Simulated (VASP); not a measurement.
# BaTiO3 (R3m) in VASP: Born charges and dielectric tensor with LDA

Aim: the Born charges and dielectric tensor of BaTiO3 with LDA.

All numbers are computed with VASP 6.6.1; they aren't measurements. Logs are shortened: lines on timing, memory, paths and dates and some standing lists are left out, and cuts for length are marked.

### 1 The crystal as given

The structure is trigonal, space group R3m (No. 160). The conventional cell has a = 5.656 Å, b = 5.656 Å, c = 6.952 Å, α = 90.00°, β = 90.00°, γ = 120.00°. Ba (site symmetry 3m) is surrounded by 12 O at 2.77 to 2.90 Å. Around Ti (site symmetry 3m) lie 6 O at 1.88 to 2.13 Å. O (site symmetry m) has 2 Ti at 1.88 to 2.13 Å as nearest neighbours.

The cell is a database's computed one.

### 2 Born charges and dielectric tensor, LDA

INCAR

```
ALGO = Normal ; EDIFF = 1E-8
ENCUT = 600 ; GGA = CA
IBRION = 8 ; ISIF = 2
ISMEAR = 0 ; LASPH = True
LCHARG = False ; LEPSILON = True
LREAL = False ; LWAVE = False
NELM = 80 ; NSW = 1
PREC = Accurate ; SIGMA = 0.02
```

KPOINTS

```
k-points
0
Gamma
  6 6 6
```

POSCAR

```
BaTiO3
1.0
    2.8279900000      1.6327400000      2.3174400000
   -2.8279900000      1.6327400000      2.3174400000
    0.0000000000     -3.2654800000      2.3174400000
Ba Ti O
1 1 3
Direct
    0.0002100000      0.0002100000      0.0002100000
    0.5121600000      0.5121600000      0.5121600000
    0.4886600000      0.9814000000      0.4886600000
    0.4886600000      0.4886600000      0.9814000000
    0.9814000000      0.4886600000      0.4886600000
```

Potentials or basis: VASP PAW LDA potentials, release 64 (Ba_sv, Ti_sv, O).

Started as:

```
> cat potpaw_LDA.64/Ba_sv/POTCAR potpaw_LDA.64/Ti_sv/POTCAR potpaw_LDA.64/O/POTCAR > POTCAR
> mpirun -np 1 vasp_std > vasp.out
```

OUTCAR:

```text
EDIFF = 1E-8
   ENCUT = 600
   GGA = CA
   IBRION = 8
   ISIF = 2
   ISMEAR = 0
   LASPH = True
   LEPSILON = True
   LREAL = False
   NELM = 80
   NSW = 1
   PREC = Accurate

 ion  position               nearest neighbor table
   1  0.000  0.000  0.000-   4 2.77   3 2.77   5 2.77   5 2.83   3 2.83   3 2.83   5 2.83   4 2.83
                             4 2.83   4 2.90   3 2.90   5 2.90   2 3.39   2 3.44   2 3.44   2 3.44
   2  0.512  0.512  0.512-   4 1.88   3 1.88   5 1.88   4 2.13   3 2.13   5 2.13   1 3.39   1 3.44
                             1 3.44   1 3.44   1 3.49   1 3.49   1 3.49   1 3.56
   3  0.489  0.981  0.489-   2 1.88   2 2.13   1 2.77   1 2.83   1 2.83   1 2.90
   4  0.489  0.489  0.981-   2 1.88   2 2.13   1 2.77   1 2.83   1 2.83   1 2.90
   5  0.981  0.489  0.489-   2 1.88   2 2.13   1 2.77   1 2.83   1 2.83   1 2.90

  LATTYP: Found a trigonal (rhomboedric) cell.
 ALAT       =     4.0042346961
 COS(alpha) =     0.0024224070

  Lattice vectors:

 A1 = (   2.8279900000,   1.6327400000,   2.3174400000)
 A2 = (  -2.8279900000,   1.6327400000,   2.3174400000)
 A3 = (   0.0000000000,  -3.2654800000,   2.3174400000)

Analysis of symmetry for initial positions (statically):
=====================================================================
 Subroutine PRICEL returns:
 Original cell was already a primitive cell.

 Routine SETGRP: Setting up the symmetry group for a
 trigonal (rhombohedral) supercell.

 Subroutine GETGRP returns: Found  6 space group operations
 (whereof  6 operations were pure point group operations)
 out of a pool of 12 trial point group operations.

The static configuration has the point symmetry C_3v.

Analysis of symmetry for dynamics (positions and initial velocities):
=====================================================================
 Subroutine PRICEL returns:
 Original cell was already a primitive cell.

 Routine SETGRP: Setting up the symmetry group for a
 trigonal (rhombohedral) supercell.

 Subroutine GETGRP returns: Found  6 space group operations
 (whereof  6 operations were pure point group operations)
 out of a pool of 12 trial point group operations.

The dynamic configuration has the point symmetry C_3v.

 Subroutine INISYM returns: Found  6 space group operations
 (whereof  6 operations are pure point group operations),
 and found     1 'primitive' translations

----------------------------------------------------------------------------------------

                                     Primitive cell

  volume of cell :      64.2029

  direct lattice vectors                    reciprocal lattice vectors
     2.827990000  1.632740000  2.317440000     0.176804020  0.102077898  0.143836877
    -2.827990000  1.632740000  2.317440000    -0.176804020  0.102077898  0.143836877
     0.000000000 -3.265480000  2.317440000     0.000000000 -0.204155795  0.143836877

  length of vectors
     4.004234696  4.004234696  4.004233732     0.249737074  0.249737074  0.249737134

  position of ions in fractional coordinates (direct lattice)
     0.000210000  0.000210000  0.000210000
[... 875 lines left out ...]
    -3.87950  1.58411  1.98065
     1.58411 -2.05032 -1.14353
     1.54599 -0.89258 -4.47927

 MACROSCOPIC STATIC DIELECTRIC TENSOR (including local field effects in DFT)
 ------------------------------------------------------
           6.137887     0.000000     0.000000
           0.000000     6.137881     0.000000
           0.000000    -0.000000     5.659146
 ------------------------------------------------------

 PIEZOELECTRIC TENSOR (including local field effects)  for field in x, y, z        (e  Angst)
          XX          YY          ZZ          XY          YZ          ZX
  --------------------------------------------------------------------------------
  x     0.00000    -0.00000     0.00000    -0.28967     0.00000     0.01260
  y    -0.28967     0.28967    -0.00000     0.00000     0.01260     0.00000
  z     0.57166     0.57166     1.11718     0.00000     0.00000    -0.00000

 PIEZOELECTRIC TENSOR (including local field effects)  for field in x, y, z        (C/m^2)
          XX          YY          ZZ          XY          YZ          ZX
  --------------------------------------------------------------------------------
  x     0.00000    -0.00000     0.00000    -0.07229     0.00000     0.00314
  y    -0.07229     0.07229    -0.00000     0.00000     0.00314     0.00000
  z     0.14266     0.14266     0.27879     0.00000     0.00000    -0.00000

 BORN EFFECTIVE CHARGES (including local field effects) (in |e|, cummulative output)
 ---------------------------------------------------------------------------------
 ion    1
    1     2.77571     0.00000     0.00000
    2     0.00000     2.77570     0.00000
    3     0.00000     0.00000     2.72422
 ion    2
    1     6.55584     0.00000     0.00000
    2    -0.00000     6.55583     0.00000
    3     0.00000    -0.00000     5.60760
 ion    3
    1    -3.68233     0.99041     1.25652
    2     0.99041    -2.53870    -0.72545
    3     1.09572    -0.63262    -2.77727
 ion    4
    1    -1.96689     0.00000     0.00000
    2     0.00000    -4.25414     1.45090
    3     0.00000     1.26523    -2.77727
 ion    5
    1    -3.68233    -0.99041    -1.25652
    2    -0.99041    -2.53870    -0.72545
    3    -1.09572    -0.63262    -2.77727

 INTERNAL STRAIN TENSOR FOR ION    5 for displacements in x,y,z  (eV/Angst):
          X           Y           Z          XY          YZ          ZX
  --------------------------------------------------------------------------------
  x    -8.61686    -3.55433    -3.58013    -2.87639    -2.28833    -4.43221
  y    -3.46121    -3.56582    -2.06699    -2.52114    -1.53643    -2.41624
  z    -3.87950    -2.05032    -4.47927    -1.58411    -0.89258    -1.98065

 SECOND DERIVATIVES (NOT SYMMETRIZED)
 ------------------------------------
               1X          1Y          1Z          2X          2Y          2Z          3X          3Y          3Z          4X          4Y          4Z          5X          5Y          5Z
  1X    -6.069154    0.000000    0.000000    3.613365    0.000000   -0.000000    0.906684   -0.152572   -0.145963    0.642422    0.000000    0.000000    0.906684    0.152572    0.145963
  1Y    -0.000000   -6.069148    0.000000    0.000000    3.613361    0.000000   -0.152572    0.730508    0.084272   -0.000000    0.994770   -0.168544    0.152572    0.730508    0.084272
  1Z     0.000000    0.000000   -6.142215    0.000000    0.000000    3.493245   -0.138291    0.079842    0.882990    0.000000   -0.159684    0.882990    0.138291    0.079842    0.882990
  2X     3.600222   -0.000000   -0.000000   -6.185846   -0.000000    0.000000    0.564212    0.515566    0.646812    1.457199    0.000000    0.000000    0.564212   -0.515566   -0.646812
  2Y    -0.000000    3.600218    0.000000    0.000000   -6.185840    0.000000    0.515566    1.159536   -0.373437    0.000000    0.266550    0.746874   -0.515566    1.159536   -0.373437
  2Z     0.000000    0.000000    3.495509    0.000000    0.000000   -8.340639   -0.120486    0.069563    1.615043    0.000000   -0.139125    1.615043    0.120486    0.069563    1.615043
  3X     0.903142   -0.158312   -0.144320    0.553712    0.534260   -0.131981   -7.725510    1.299896    1.448010    1.684040   -1.896033   -1.423974    4.584616    0.220188    0.252265
  3Y    -0.158312    0.720338    0.083323    0.534260    1.170622    0.076199    1.299896   -6.224512   -0.836008   -1.454460    3.617062   -1.113421   -0.221385    0.716489    1.789907
  3Z    -0.142634    0.082350    0.866575    0.645581   -0.372726    1.634459    1.432436   -0.827017   -6.620510   -1.678877   -0.673114    2.059738   -0.256505    1.790507    2.059738
  4X     0.628937    0.000000    0.000000    1.479079    0.000000    0.000000    1.683003   -1.453861   -1.676238   -5.474022    0.000000    0.000000    1.683003    1.453861    1.676238
  4Y     0.000000    0.994542   -0.166646    0.000000    0.245257   -0.152398   -1.895434    3.618099   -0.676486    0.000000   -8.475998    1.672017    1.895434    3.618099   -0.676486
  4Z    -0.000000   -0.164699    0.866575    0.000000    0.745452    1.634459   -1.422372   -1.117393    2.059738    0.000000    1.654033   -6.620510    1.422372   -1.117393    2.059738
  5X     0.903142    0.158312    0.144320    0.553712   -0.534260    0.131981    4.584616   -0.220188   -0.252265    1.684040    1.896033    1.423974   -7.725510   -1.299896   -1.448010
  5Y     0.158312    0.720338    0.083323   -0.534260    1.170622    0.076199    0.221385    0.716489    1.789907    1.454460    3.617062   -1.113421   -1.299896   -6.224512   -0.836008
  5Z     0.142634    0.082350    0.866575   -0.645581   -0.372726    1.634459    0.256505    1.790507    2.059738    1.678877   -0.673114    2.059738   -1.432436   -0.827017   -6.620510

 Eigenvectors and eigenvalues of the dynamical matrix
 ----------------------------------------------------

   1 f  =   15.331485 THz    96.330561 2PiTHz  511.403290 cm-1    63.405898 meV
             X         Y         Z           dx          dy          dz
      0.000000  0.000000  0.001460     0.000000   -0.000000   -0.006816
      0.000000  0.000000  3.560700    -0.000000    0.000000   -0.014615
     -1.393464  0.804516  4.539216    -0.499761    0.288536    0.015258
      0.000000 -1.609033  4.539216     0.000000   -0.577073    0.015257
      1.393464  0.804516  4.539216     0.499761    0.288536    0.015258
[... 105 lines left out ...]
  15 f/i=    0.011576 THz     0.072736 2PiTHz    0.386144 cm-1     0.047876 meV
             X         Y         Z           dx          dy          dz
      0.000000  0.000000  0.001460     0.000000    0.000000    0.766203
      0.000000  0.000000  3.560700     0.000000    0.000000    0.454614
     -1.393464  0.804516  4.539216     0.000068   -0.000039    0.262208
      0.000000 -1.609033  4.539216     0.000000    0.000078    0.262208
      1.393464  0.804516  4.539216    -0.000068   -0.000039    0.262208

--------------------------------------------------------------------------------------------------------

 MACROSCOPIC STATIC DIELECTRIC TENSOR IONIC CONTRIBUTION
 ------------------------------------------------------
          56.016056    -0.000000     0.000000
          -0.000000    56.016002     0.000000
           0.000000     0.000000    26.587736
 ------------------------------------------------------

 ELASTIC MODULI CONTR FROM IONIC RELAXATION (kBar)
 Direction    XX          YY          ZZ          XY          YZ          ZX
 --------------------------------------------------------------------------------
 XX        -739.4254   -313.1201   -553.4508     -0.0000   -336.6079     -0.0000
 YY        -313.1201   -739.4240   -553.4503     -0.0000    336.6076     -0.0000
 ZZ        -553.4508   -553.4503   -680.6652     -0.0000      0.0000     -0.0000
 XY          -0.0000     -0.0000     -0.0000   -213.1545      0.0000   -337.7034
 YZ        -336.6079    336.6076      0.0000      0.0000   -579.1769      0.0000
 ZX          -0.0000     -0.0000     -0.0000   -337.7034      0.0000   -578.1331
 --------------------------------------------------------------------------------

 PIEZOELECTRIC TENSOR IONIC CONTR  for field in x, y, z        (C/m^2)
          XX          YY          ZZ          XY          YZ          ZX
  --------------------------------------------------------------------------------
  x     0.00000     0.00000     0.00000     2.82446    -0.00000     5.15999
  y     2.82446    -2.82445    -0.00000    -0.00000     5.15817    -0.00000
  z     2.84624     2.84624     3.82599     0.00000    -0.00000     0.00000
```

It took 49 min on 1 thread of Intel Xeon 6975P-C (Granite Rapids), shared host; peak memory 0.69 GiB.

What came out:

- Band gap on the k mesh: 2.23 eV, indirect (least direct gap 2.61 eV)
- Electronic dielectric tensor (diagonal): 6.14, 6.14, 5.66
- Born charges (mean of the diagonal): Ba +2.76; Ti +6.24; O -3.00 e
- Highest phonon frequency at Γ, LO-TO splitting left out: 511 cm⁻¹

Phonon frequencies in cm⁻¹ (negative: imaginary):
```csv
q point,frequencies
"(0.000, 0.000, 0.000)",0 0 0 168 168 171 214 214 270 281 299 299 466 466 511
```

Electronic dielectric tensor:
```
6.14 0.00 0.00
0.00 6.14 0.00
0.00 0.00 5.66
```

Born effective charge tensors (e):
atom 1, Ba
```
2.78 0.00 0.00
0.00 2.78 0.00
0.00 0.00 2.72
```
atom 2, Ti
```
6.56 0.00 0.00
0.00 6.56 0.00
0.00 0.00 5.61
```
atom 3, O
```
-3.68  0.99  1.26
 0.99 -2.54 -0.73
 1.10 -0.63 -2.78
```
atom 4, O
```
-1.97  0.00  0.00
 0.00 -4.25  1.45
 0.00  1.27 -2.78
```
atom 5, O
```
-3.68 -0.99 -1.26
-0.99 -2.54 -0.73
-1.10 -0.63 -2.78
```

Caveat: spin-orbit coupling is left out, which moves the levels of the heavy elements. As with any semilocal functional, this LDA gap is likely too small.
